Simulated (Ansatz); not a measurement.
MoS2 under changes of volume

One of the cells (31.721 Å³/atom); the others are scaled copies at fixed shape and fractional positions:

```
Mo S
1.0
     3.18454    0.00000    0.00000
    -1.59227    2.75789    0.00000
     0.00000    0.00000   21.67053
Mo S
2 4
Cartesian
  0.0000 1.8386 18.4451
  1.5923 0.9193 3.2254
  1.5923 0.9193 16.8949
  0.0000 1.8386 1.6741
  1.5923 0.9193 19.9965
  0.0000 1.8386 4.7756
```

* Program: Ansatz 0.2.0
* Functional: RPBE
* Potentials or basis: Ansatz PAW
* Cutoff: 420 eV (not typed: the program's choice for these potentials)
* k mesh: 10 × 10 × 2
* Occupations: fermi-dirac, width 0.05 eV
* Spin: no spin polarisation

| volume (Å³/atom) | energy over the lowest point (meV/atom) | gap on the mesh (eV) | largest force (eV/Å) |
| --- | --- | --- | --- |
| 29.817 | 65.02 | 1.49 | 1.548 |
| 30.452 | 37.00 | 1.46 | 1.139 |
| 31.086 | 17.37 | 1.43 | 0.761 |
| 31.721 | 5.29 | 1.40 | 0.412 |
| 32.355 | 0.00 | 1.37 | 0.088 |
| 32.990 | ? | ? | ? |
| 33.624 | 7.11 | 1.31 | 0.614 |

**Question.** What does the run at 32.990 Å³/atom give?

**Answer.** Energy over the lowest point 0.81 meV/atom; gap on the mesh 1.34 eV; largest force 0.344 eV/Å.

Worked out: A Birch-Murnaghan fit of order 3 (a polynomial in V^(-2/3)) to the other rows has its minimum at 32.58 Å³/atom with B0 = V·E''(V) = 76 GPa and B' = 4.4 at fixed shape and positions, which overstates the stiffness. It gives 0.81 meV/atom at 32.990 Å³/atom, against the run's 0.81. A straight line through the other rows of the gap, of slope -1.5 eV per unit of ln V, gives 1.34 eV, against the run's 1.34.

Energies are extrapolated to zero smearing.

Caveats: the PAW data sets come from PBE, with cores solved anew for the run's functional, which leaves a small shift of forces and pressure.

A mesh can miss the band edges. Spin-orbit coupling on Mo is left out.
